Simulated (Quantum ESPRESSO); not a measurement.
# Co (Fm-3m) in Quantum ESPRESSO: reference runs

Reference runs on Co: the cell as given and a disturbed copy.

Program: Quantum ESPRESSO 7.5. These are calculated values, not measurements. Logs are shortened: lines on timing, memory, paths and dates and some standing lists are left out, and cuts for length are marked.

## (1) Starting point

Symmetry: Fm-3m, No. 225, cubic system. Conventional cell: a = 3.513 Å, b = 3.513 Å, c = 3.513 Å, α = 90.00°, β = 90.00°, γ = 90.00°. Around Co (site symmetry m-3m) lie 12 Co at 2.48 Å.

This isn't the form of Co at room conditions, which is hcp.

## (2) Single point, PBE, collinear spin, ferromagnetic start

File pw.in:

```
&CONTROL
  calculation = 'scf'
  prefix = 'pwscf'
  outdir = './tmp'
  pseudo_dir = './pseudo'
  tprnfor = .true.
  tstress = .true.
  disk_io = 'low'
/
&SYSTEM
  ibrav = 0
  nat = 1
  ntyp = 1
  ecutwfc = 55
  ecutrho = 440
  nbnd = 18
  occupations = 'smearing'
  smearing = 'fd'
  degauss = 0.00367493
  nspin = 2
  starting_magnetization(1) = 0.1176
/
&ELECTRONS
  conv_thr = 2d-10
  electron_maxstep = 120
  mixing_beta = 0.3
/
ATOMIC_SPECIES
Co    58.9332 Co_pbe_v1.2.uspp.F.UPF
CELL_PARAMETERS angstrom
   0.0000000000    1.7566572351    1.7566572351
   1.7566572351    0.0000000000    1.7566572351
   1.7566572351    1.7566572351    0.0000000000
ATOMIC_POSITIONS crystal
Co     0.0000000000    0.0000000000    0.0000000000
K_POINTS automatic
13 13 13 0 0 0
```

File pp_density.in:

```
&INPUTPP
  prefix = 'pwscf'
  outdir = './tmp'
  filplot = 'density.dat'
  plot_num = 0
/
&PLOT
  nfile = 1
  filepp(1) = 'density.dat'
  iflag = 3
  output_format = 6
  fileout = 'density.cube'
/
```

File pp_potential.in:

```
&INPUTPP
  prefix = 'pwscf'
  outdir = './tmp'
  filplot = 'potential.dat'
  plot_num = 11
/
&PLOT
  nfile = 1
  filepp(1) = 'potential.dat'
  iflag = 3
  output_format = 6
  fileout = 'potential.cube'
/
```

File pp_spin.in:

```
&INPUTPP
  prefix = 'pwscf'
  outdir = './tmp'
  filplot = 'spin.dat'
  plot_num = 6
/
&PLOT
  nfile = 1
  filepp(1) = 'spin.dat'
  iflag = 3
  output_format = 6
  fileout = 'spin.cube'
/
```

Potentials or basis: SSSP 1.3 efficiency PBE.

Launch:

```console
$ OMP_NUM_THREADS=1 pw.x -in pw.in > pw.out
$ OMP_NUM_THREADS=1 pp.x -in pp_density.in > pp_density.out
$ OMP_NUM_THREADS=1 pp.x -in pp_potential.in > pp_potential.out
$ OMP_NUM_THREADS=1 pp.x -in pp_spin.in > pp_spin.out
```

pw.out:

```text
This program is part of the open-source Quantum ESPRESSO suite
     for quantum simulation of materials; please cite
[... 9 lines left out ...]
     --------------------
     sticks:   dense  smooth     PW     G-vecs:    dense   smooth      PW
     Sum         673     337    121                11527     4015     821

     Using Slab Decomposition

     bravais-lattice index     =            0
     lattice parameter (alat)  =       4.6946  a.u.
     unit-cell volume          =      73.1624 (a.u.)^3
     number of atoms/cell      =            1
     number of atomic types    =            1
     number of electrons       =        17.00
     number of Kohn-Sham states=           18
     kinetic-energy cutoff     =      55.0000  Ry
     charge density cutoff     =     440.0000  Ry
     scf convergence threshold =      2.0E-10
     mixing beta               =       0.3000
     number of iterations used =            8  plain     mixing
     Exchange-correlation= SLA  PW   PBE  PBE
                           (   1   4   3   4   0   0   0)

     celldm(1)=   4.694625  celldm(2)=   0.000000  celldm(3)=   0.000000
     celldm(4)=   0.000000  celldm(5)=   0.000000  celldm(6)=   0.000000

     crystal axes: (cart. coord. in units of alat)
               a(1) = (   0.000000   0.707107   0.707107 )
               a(2) = (   0.707107   0.000000   0.707107 )
               a(3) = (   0.707107   0.707107   0.000000 )

     reciprocal axes: (cart. coord. in units 2 pi/alat)
               b(1) = ( -0.707107  0.707107  0.707107 )
               b(2) = (  0.707107 -0.707107  0.707107 )
               b(3) = (  0.707107  0.707107 -0.707107 )

     PseudoPot. # 1 for Co read from file:
     Co_pbe_v1.2.uspp.F.UPF
     Pseudo is Ultrasoft + core correction, Zval = 17.0
     Generated by new atomic code, or converted to UPF format
     Using radial grid of  863 points,  6 beta functions with:
                l(1) =   0
                l(2) =   0
                l(3) =   1
                l(4) =   1
                l(5) =   2
                l(6) =   2
     Q(r) pseudized with  8 coefficients,  rinner =    1.200   1.200   1.200
                                                       1.200   1.200

     atomic species   valence    mass     pseudopotential
     Co               17.00    58.93320     Co( 1.00)

     Starting magnetic structure
     atomic species   magnetization
     Co              0.118

     48 Sym. Ops., with inversion, found

   Cartesian axes

     site n.     atom                  positions (alat units)
         1        Co     tau(   1) = (   0.0000000   0.0000000   0.0000000  )

     number of k points=    84  Fermi-Dirac smearing, width (Ry)=  0.0037
                       cart. coord. in units 2pi/alat
        k(    1) = (   0.0000000   0.0000000   0.0000000), wk =   0.0004552
        k(    2) = (   0.0543928   0.0543928  -0.0543928), wk =   0.0036413
        k(    3) = (   0.1087857   0.1087857  -0.1087857), wk =   0.0036413
        k(    4) = (   0.1631785   0.1631785  -0.1631785), wk =   0.0036413
        k(    5) = (   0.2175713   0.2175713  -0.2175713), wk =   0.0036413
        k(    6) = (   0.2719641   0.2719641  -0.2719641), wk =   0.0036413
[... 76 lines left out ...]
        k(   83) = (   0.0000000  -0.4351426   0.6527140), wk =   0.0109240
        k(   84) = (  -0.0543928  -0.3807498   0.7071068), wk =   0.0109240

     Dense  grid:    11527 G-vectors     FFT dimensions: (  32,  32,  32)

     Smooth grid:     4015 G-vectors     FFT dimensions: (  24,  24,  24)

     Check: negative core charge=   -0.000037
     Generating pointlists ...
     new r_m :   0.4125 (alat units)  1.9365 (a.u.) for type    1

     Initial potential from superposition of free atoms

     starting charge      16.0000, renormalised to      17.0000
     Starting wfcs are   13 randomized atomic wfcs +    5 random wfcs

     Self-consistent Calculation

     iteration #  1     ecut=    55.00 Ry     beta= 0.30
     Davidson diagonalization with overlap
     ethr =  1.00E-02,  avg # of iterations =  5.2

     total energy              =    -296.88085249 Ry
     estimated scf accuracy    <       7.34578922 Ry

     total magnetization       =     0.87 Bohr mag/cell
     absolute magnetization    =     0.91 Bohr mag/cell

     iteration #  2     ecut=    55.00 Ry     beta= 0.30
     Davidson diagonalization with overlap
     ethr =  1.00E-02,  avg # of iterations =  2.0

     total energy              =    -298.42578634 Ry
     estimated scf accuracy    <       0.33842727 Ry

     total magnetization       =     1.56 Bohr mag/cell
     absolute magnetization    =     1.64 Bohr mag/cell

     iteration #  3     ecut=    55.00 Ry     beta= 0.30
     Davidson diagonalization with overlap
     ethr =  1.99E-03,  avg # of iterations =  1.0

     total energy              =    -298.48822641 Ry
     estimated scf accuracy    <       0.00615205 Ry

     total magnetization       =     1.64 Bohr mag/cell
     absolute magnetization    =     1.72 Bohr mag/cell

     iteration #  4     ecut=    55.00 Ry     beta= 0.30
     Davidson diagonalization with overlap
     ethr =  3.62E-05,  avg # of iterations =  1.7

     total energy              =    -298.48912118 Ry
     estimated scf accuracy    <       0.00205459 Ry

     total magnetization       =     1.64 Bohr mag/cell
     absolute magnetization    =     1.73 Bohr mag/cell

     iteration #  5     ecut=    55.00 Ry     beta= 0.30
     Davidson diagonalization with overlap
     ethr =  1.21E-05,  avg # of iterations =  2.0

     total energy              =    -298.48950567 Ry
     estimated scf accuracy    <       0.00021079 Ry

     total magnetization       =     1.64 Bohr mag/cell
     absolute magnetization    =     1.79 Bohr mag/cell

     iteration #  6     ecut=    55.00 Ry     beta= 0.30
     Davidson diagonalization with overlap
     ethr =  1.24E-06,  avg # of iterations =  1.7

     total energy              =    -298.48955107 Ry
     estimated scf accuracy    <       0.00012781 Ry

     total magnetization       =     1.64 Bohr mag/cell
     absolute magnetization    =     1.79 Bohr mag/cell

     iteration #  7     ecut=    55.00 Ry     beta= 0.30
     Davidson diagonalization with overlap
     ethr =  7.52E-07,  avg # of iterations =  1.5

     total energy              =    -298.48958828 Ry
     estimated scf accuracy    <       0.00000617 Ry

     total magnetization       =     1.65 Bohr mag/cell
     absolute magnetization    =     1.81 Bohr mag/cell

     iteration #  8     ecut=    55.00 Ry     beta= 0.30
     Davidson diagonalization with overlap
     ethr =  3.63E-08,  avg # of iterations =  1.5

     total energy              =    -298.48958972 Ry
     estimated scf accuracy    <       0.00000033 Ry

     total magnetization       =     1.65 Bohr mag/cell
     absolute magnetization    =     1.81 Bohr mag/cell

     iteration #  9     ecut=    55.00 Ry     beta= 0.30
     Davidson diagonalization with overlap
     ethr =  1.91E-09,  avg # of iterations =  1.5

     total energy              =    -298.48958989 Ry
     estimated scf accuracy    <          2.4E-09 Ry

     total magnetization       =     1.65 Bohr mag/cell
     absolute magnetization    =     1.81 Bohr mag/cell

     iteration # 10     ecut=    55.00 Ry     beta= 0.30
     Davidson diagonalization with overlap
     ethr =  1.39E-11,  avg # of iterations =  2.0

     total energy              =    -298.48958992 Ry
     estimated scf accuracy    <       0.00000001 Ry

     total magnetization       =     1.65 Bohr mag/cell
     absolute magnetization    =     1.81 Bohr mag/cell

     iteration # 11     ecut=    55.00 Ry     beta= 0.30
     Davidson diagonalization with overlap
     ethr =  1.39E-11,  avg # of iterations =  1.5

     Magnetic moment per site  (integrated on atomic sphere of radius R)
     atom   1 (R=0.412)  charge= 15.6062  magn=  1.7203

     End of self-consistent calculation

     Number of k-points >= 100: set verbosity='high' to print the bands.

     the Fermi energy is    18.6158 ev

!    total energy              =    -298.48958995 Ry
     estimated scf accuracy    <          3.6E-11 Ry
     smearing contrib. (-TS)   =      -0.00064153 Ry
     internal energy E=F+TS    =    -298.48894842 Ry

     The total energy is F=E-TS. E is the sum of the following terms:
     one-electron contribution =    -154.46870939 Ry
     hartree contribution      =      88.23846635 Ry
     xc contribution           =     -32.68274552 Ry
     ewald contribution        =    -199.57595985 Ry

     total magnetization       =     1.65 Bohr mag/cell
     absolute magnetization    =     1.81 Bohr mag/cell

     convergence has been achieved in  11 iterations

     Forces acting on atoms (cartesian axes, Ry/au):

     atom    1 type  1   force =     0.00000000    0.00000000    0.00000000

     Total force =     0.000000     Total SCF correction =     0.000000

     Computing stress (Cartesian axis) and pressure

          total   stress  (Ry/bohr**3)                   (kbar)     P=        6.87
   0.00004672   0.00000000   0.00000000            6.87        0.00        0.00
   0.00000000   0.00004672   0.00000000            0.00        6.87        0.00
   0.00000000   0.00000000   0.00004672            0.00        0.00        6.87

=------------------------------------------------------------------------------=
   JOB DONE.
=------------------------------------------------------------------------------=
```

Wall time 31 s (1 thread of Arm Neoverse V1, shared host); peak memory 0.09 GiB.

What came out:

* Free energy: -4061.1578 eV
* Pressure: 0.7 GPa
* Band gap on the k mesh: none (metal or under the smearing width)
* Net moment: 1.65 μB per cell
* Absolute moment: 1.81 μB per cell
* Site moments: Co +1.72 μB
* Valence electrons inside the program's atomic spheres: Co 15.61

(Continued in part 2 of 2.)
